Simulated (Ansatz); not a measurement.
GaAs under pressure

Method: DFT PBE, scalar-relativistic, plane waves, PAW in Ansatz 0.2.0. Settings: 420 eV plane-wave cutoff, Γ-centred 12×12×12 mesh, Gaussian smearing of 0.02 eV. No spin polarisation. Phonons by linear response, acoustic sum rule imposed.

Relaxed structure:
```cif
data_structure
_symmetry_space_group_name_H-M 'F-43m'
_symmetry_Int_Tables_number 216
_cell_length_a 5.7454
_cell_length_b 5.7454
_cell_length_c 5.7454
_cell_angle_alpha 90.000
_cell_angle_beta 90.000
_cell_angle_gamma 90.000
_cell_volume 189.65
loop_
_atom_site_label
_atom_site_type_symbol
_atom_site_symmetry_multiplicity
_atom_site_Wyckoff_symbol
_atom_site_fract_x
_atom_site_fract_y
_atom_site_fract_z
_atom_site_occupancy
Ga1 Ga 4 a 0.00000 0.00000 0.00000 1
As1 As 4 d 0.25000 0.25000 0.75000 1
```

Optical modes at Γ (cm⁻¹) at zero pressure: 252.

Under hydrostatic pressure the same modes lie at 289 cm⁻¹. What is the pressure, and how much has the cell shrunk?

## Answers

9 GPa; the volume is 10.7 % smaller.